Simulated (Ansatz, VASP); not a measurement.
# InAs: VASP beside Ansatz, part 2 of 2

Wanted: the spread between two codes on one cell, functional and k mesh. The cell is taken from a series of VASP runs on this material, whose earlier steps may have relaxed, scaled or displaced it; both programs get it as it stands.

VASP 6.6.1 and Ansatz 0.2.0.

So far: The starting structure; VASP: zone-centre phonons, LDA.

## Step 3: Ansatz: zone-centre phonons, LDA

Level of this step: Ansatz beside VASP: Kohn-Sham DFT, plane waves, LDA (Ansatz).

Ansatz runs on its default PAW (the set named soft_2) files.

The same cell, functional (in two slightly different forms), mesh and smearing now go to Ansatz, which takes its cutoff from its data sets.

Contents of input.yaml:

```yaml
crystal:
  lattice:
    - [0.0, 3.0157287988, 3.0157287988]
    - [3.0157287988, 0.0, 3.0157287988]
    - [3.0157287988, 3.0157287988, 0.0]
  atoms:
    - { symbol: In, position: [0.0, 0.0, 0.0] }
    - { symbol: As, position: [0.25, 0.25, 0.25] }
hamiltonian:
  xc: lda
  pseudopotentials: { kind: paw }
kpoints:
  mp_grid: { grid: [11, 11, 11] }
scf:
  occupations: { method: methfessel_paxton, width: 0.2 }
phonons:
  method: dfpt
  qpoints: [[0, 0, 0]]
```

The run is started by

```sh
$ ansatz run input.yaml --threads 4 --pin off --max-ram 9216MiB --backend cpu --events-out ev --progress --plain --runs-dir out
```

Numbers of over 12 decimals in the logs are rounded to 6 here.

What it wrote:

```text
zone centre: on kpoints.mp_grid the ground state, and the responses unless they are solved on pairs of k-points, stand on 126 of the mesh's 1331 k-points, reduced under 8 symmetry operations, with k and −k counted as one. Each operation leaves every solved displacement unchanged or reverses it
Engine: ansatz 0.2.0, aarch64-unknown-linux-gnu
Pseudopotentials: kind: paw
Pseudopotential: In, paw, valence charge 13, recommended cutoff 420 eV (normal), In.paw.azcp
Pseudopotential: As, paw, valence charge 15, recommended cutoff 420 eV (normal), As.paw.azcp
Functional definition: SPW92
  exchange = slater_x
  correlation = pw_c
Crystal: 2 atoms, lattice volume = 54.854 Å³
Basis set: ecut = 420 eV, 1067 PW (Γ), exchange–correlation on 60×60×60 points (8 copies of the dense FFT grid, shifted against one another)
Bands: 18, of which v1, the nominal top of the filled ones, is band 14 counted from 1 (13 counted from 0)
Symmetry: 24 space group operations
k-points: 126 of 1331 (irreducible under 8 space group operations, time reversal used)
Non-local potential: In, projectors of the file, l = 0: 2, l = 1: 2, l = 2: 2, l = 3: 2
Non-local potential: As, projectors of the file, l = 0: 2, l = 1: 2, l = 2: 3, l = 3: 1
PAW form: soft (Blöchl's): semilocal exchange-correlation on the pseudo side does not see the compensation charge
PAW frozen core: In, regenerated for the run's functional, and the local potential with it (the file was generated under x = pbe(κ = 0.804, μ = 0.219515), c = pbe(β = 0.066725))
PAW frozen core: As, regenerated for the run's functional, and the local potential with it (the file was generated under x = pbe(κ = 0.804, μ = 0.219515), c = pbe(β = 0.066725))
PAW one-centre angular grid: In, 590 points (default); XC on 64 Gauss nodes
PAW one-centre angular grid: As, 590 points (default); XC on 64 Gauss nodes
Initial density: superposition of atomic densities (neutral atoms: chi_scale 0, normalization atom), corrected by the library's trained network
Initial wavefunctions: pseudopotential atomic-orbital guess
Functional: x = slater, c = lda
SCF iter   1: F=—  HF=-10231.253648 eV  |F-HF|=—  |Δ(HF+E_count)|=         —  Δρ=7.05e-3  dr2=2.22e-2  ethr=1.77e-3  ⟨swp⟩=5.1  Hψ=11052  notcnv=0
preconditioner: auto → none  [insulator: Δε(μ)=0.747 eV  Ē_g=14.614 eV  σ=0.200 eV  W_gap=0.65  n_scr=14 (ndim 8)  ℏωp=21.3 eV  f_vac=0.105  D(μ)=0.06/eV (n_scr^D=0)  ε∞_Penn≈3.1]
SCF iter   2: F=—  HF=-10231.245574 eV  |F-HF|=—  |Δ(HF+E_count)|=   8.07e-3  S|Δr|=    0.00e0  Δρ=2.42e-3  dr2=1.48e-3  ethr=7.93e-5  ⟨swp⟩=2.4  Hψ=4466  notcnv=0
SCF iter   3: F=—  HF=-10231.245360 eV  |F-HF|=—  |Δ(HF+E_count)|=   2.14e-4  S|Δr|=    0.00e0  Δρ=7.55e-4  dr2=2.12e-4  ethr=5.29e-6  ⟨swp⟩=2.8  Hψ=4254  notcnv=0
SCF iter   4: F=—  HF=-10231.245323 eV  |F-HF|=—  |Δ(HF+E_count)|=   3.64e-5  S|Δr|=    0.00e0  Δρ=2.42e-4  dr2=1.97e-5  ethr=7.58e-7  ⟨swp⟩=2.9  Hψ=4009  notcnv=0
SCF iter   5: F=—  HF=-10231.245321 eV  |F-HF|=—  |Δ(HF+E_count)|=   1.82e-6  S|Δr|=    0.00e0  Δρ=1.95e-5  dr2=1.57e-7  ethr=7.03e-8  ⟨swp⟩=2.3  Hψ=3256  notcnv=0
SCF iter   6: F=—  HF=-10231.245320 eV  |F-HF|=—  |Δ(HF+E_count)|=   1.44e-6  S|Δr|=    0.00e0  Δρ=4.86e-6  dr2=1.24e-8  ethr=5.61e-10  ⟨swp⟩=2.1  Hψ=3138  notcnv=0
SCF iter   7: F=—  HF=-10231.245320 eV  |F-HF|=—  |Δ(HF+E_count)|=   1.10e-9  S|Δr|=    0.00e0  Δρ=5.79e-7  dr2=1.12e-10  ethr=4.41e-11  ⟨swp⟩=2.1  Hψ=2688  notcnv=0
SCF iter   8: F=-10231.245320 eV  HF=-10231.245320 eV  |F-HF|=5.46e-12  |Δ(HF+E_count)|=  2.73e-11  S|Δr|=    0.00e0  Δρ=5.30e-8  dr2=6.29e-13  ethr=1.00e-12  ⟨swp⟩=6.0  Hψ=10179  notcnv=0
SCF 1 converged in 8 iterations: F = -10231.245320 eV  dr2 = 6.29e-13
  greatest PAW one-centre occupation: 0.999 electrons in one spin orbital (limit 2), on the As atom at site 1 (counted from 0), in its partial waves of l = 2
DFPT response loops at Γ: preconditioner auto → Kerker (q_TF=auto, 2.439 Å⁻¹) (partly filled bands, converged f_vac=0.086); β = 1.00, the filter's whole step (`scf.mixing.beta` (0.50) is not read by the response loops under this deck's `scf.mixing.preconditioner`; to damp them name `kerker` or `kerker_dos`, under which they read `scf.mixing.beta`, and type it under 1.00, their step now; both keys bind the ground state too); Broyden in place of MSR1
SCF converged after 8 iterations
Stability not checked: this state was not tested for a lower state beside it, because cold or Methfessel-Paxton smearing, or corrected tetrahedra, fill the levels in a way that the test cannot read (fill_not_monotonic; see scf.lower_state_search)
Free energy (F): -10231.245320 eV
Harris-Foulkes:  -10231.245320 eV  (|F-HF|=5.46e-12)
Internal energy: -10231.245697 eV  (E = F + TS)
E sigma→0 (E₀):  -10231.245414 eV
Entropy (-TS):   0.000377 eV (0.189 meV/atom)
Fermi energy:    7.673427 eV
Step filling:    the computed levels leave a gap of 0.0000 eV = 0.0 smearing widths at the electron count; against every level under it full and every level over it empty, smearing changes F+E_penalty+E_count by +0.173 meV and its σ→0 estimate by +0.079 meV
--- Per-component energies (eV) ---
  E_band       = -319.763141
  E_kinetic    = 348.412115
  E_local      = -3275.093772  (includes V_loc(G=0)·N_el)
  E_nonlocal   = -295.007106
  E_hartree    = 1580.101934
  E_xc         = -292.559718
  E_vxc        = -180.801672  (∫ρ·V_xc dr)
  E_paw        = -5769.755802  (= ΣΔE_a)
  E_vpaw       = -77.476591  (= ΣTr[D̂ρ^β])
  E_aug_tail   = 0.000036  (compensation charges beyond the density's cutoff)
  E_ewald      = -2529.703150
  E_core_change = 2.359766  (= ΣΔE_core)
  E_smearing   = 0.000377  (= −TS)
  E_closure    = -0.000000  (closes the sum)
  Σ components = -10231.245320   (vs F -10231.245320, Δ=0.00e0)
--- Band table (eV; the first three rows and the last of 126) ---
  k-point 0: bands = [... 10 lower, -4.3517, 7.2349, 7.6368, 7.6368, 7.6368, 11.4749, 11.4749, 11.4749]
  k-point 1: bands = [... 10 lower, -4.2634, 6.1529, 7.5261, 7.5261, 8.4089, 11.5090, 11.6364, 11.6364]
  k-point 2: bands = [... 10 lower, -4.0106, 4.8117, 7.2672, 7.2672, 8.7723, 11.9830, 11.9849, 11.9849]
  k-point 125: bands = [... 10 lower, -2.2731, 1.8366, 4.4413, 4.9937, 11.1967, 12.0664, 12.8058, 13.8603]
--- Phonons (Γ-DFPT): 2 representative perturbations + reference, on 126 of 1331 k-points (Σ response iterations 6) ---
  k mesh reduced under 8 symmetry operations, with k and −k counted as one. Each operation leaves every solved displacement unchanged or reverses it
  ASR residual: 9.431e-5 → 0.000e0 eV/Å²; symmetrization residual: 1.220e-7 eV/Å²
  ASR residual per site (eV/Å²): 9.43e-5 5.44e-5
  Γ frequencies (cm⁻¹): 0.00 0.00 0.00 212.70 212.70 212.70
  non-analytic LO–TO correction: not included (Born effective charges unavailable; polar crystals: no LO–TO splitting at Γ)
--- Phonons (arbitrary-q DFPT): 1 explicit q-point ---
  q = [0, 0, 0] (of the zone-centre solve; hermiticity 3.24e-8, symmetrization 1.97e-13): -0.00 -0.00 0.00 212.70 212.70 212.70
  sum rule: each row above includes the acoustic sum rule's correction from the zone centre's row sums; it moved no ω² by more than (0.47 cm⁻¹)²
```

Run time: 13 s. Hardware: 4 threads of Arm Neoverse V1, shared host; peak memory 0.69 GiB.

## Step 4: Differences

Known differences besides the potentials themselves: the two LDA forms differ slightly; the data sets hold 28 valence electrons in Ansatz (default PAW (the set named soft_2) files) and 18 in VASP; the cutoff is 420 eV in Ansatz and 400 eV in VASP; VASP's log shows a relativistic correction to its local exchange, Ansatz's none. Total energies have different zeros and are not compared.

Compared:

```tsv
quantity	Ansatz	VASP	difference
optical mode 1 to 3 (cm⁻¹)	212.7	213.7	-0.48 %
```

Modes are paired by rising frequency and degeneracy, not by their patterns, so a pair may still set unlike modes beside each other.

## Step 5: Results

```json
{"r.m.s. difference of the optical zone-centre modes, each program's sorted by frequency (zone-centre phonons, LDA)": "1.0 cm⁻¹"}
```

The r.m.s. difference of the optical zone-centre modes, each program's sorted by frequency is 1.0 cm⁻¹ (zone-centre phonons, LDA). Such differences can come from data sets, numerical settings and the points named under the comparisons, not from the functional's error against experiment.

[Lines on the potential files, build, host, timing and source positions are cut from VASP's logs without a mark.]

[Logs are printed without paths, hosts, clocks, repeated set-up lines and the standing remarks that a program may print on its own settings, such as how far it seeks lower states.]

[Hosts, paths, dates, database ids (printed as entryN), source tags and the programs' standing remarks are cut or masked in the printed files.]
